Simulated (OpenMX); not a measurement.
# Co in OpenMX: convergence with ElectronicTemperature

Crystal: Co.

```
Co
1.0
     2.48736    0.00000    0.00000
    -1.24368    2.15412    0.00000
     0.00000    0.00000    4.06329
Co
2
Direct
  0.33440 0.66638 0.73467
  0.66757 0.33710 0.26265
```

The cell isn't the ideal one: atoms moved at random, drawn with an rms of 0.02 Å.

- Program: OpenMX 3.8.5
- Task: convergence study
- Functional: PBE
- Potentials or basis: OpenMX 2013 PBE set, Co6.0H-s2p2d1, grid cutoff 500 Ry
- k mesh: 9 × 9 × 5
- Occupations: fermi-dirac, width 0.25852 eV
- Spin: collinear spin, ferromagnetic start
- Starting moments: [2.0, 2.0] μB

These are the settings of the first run; the series varies ElectronicTemperature, with any setting tied to it.

Hardware: 1 thread of AMD EPYC 9R45 96-Core Processor (Zen 5), with other jobs on the host.

Problem. The values tried are 3000 K, 2000 K, 1200 K, 800 K, 500 K, 300 K, 150 K, 75 K, loosest first. From which on does the energy stay within 1 meV/atom of the tightest run that finished?

Solution. From 1200 K on.

```csv
ElectronicTemperature,"energy less the tightest run, at zero smearing (meV/atom)",pressure (GPa),largest force (eV/Å),largest site moment (μB),SCF cycles,CPU time (s),peak memory (GiB)
3000 K,27.39,5.36,1.165,1.43,28,63,0.53
2000 K,6.16,4.87,1.111,1.53,30,63,0.53
1200 K,-0.38,4.36,1.060,1.55,30,63,0.53
800 K,-0.46,4.15,1.038,1.54,31,64,0.53
500 K,-0.14,4.04,1.019,1.54,31,64,0.53
300 K,0.01,4.01,1.004,1.54,30,63,0.53
150 K,0.03,4.01,0.994,1.54,30,62,0.53
75 K,0.00,4.01,0.990,1.54,30,62,0.53
```

Against the tightest run, the pressure stays within 0.1 GPa from 500 K on; the largest force stays within 0.005 eV/Å from 150 K on; the largest site moment stays within 0.02 μB from 2000 K on. The tightest run that finished is the yardstick and may itself not be fully converged.

Caveat, for the tightest run too: the transition metal has a single d function, too few for pressures, volumes and moments; the basis of atomic orbitals isn't converged, which shifts pressures, moduli and gaps.
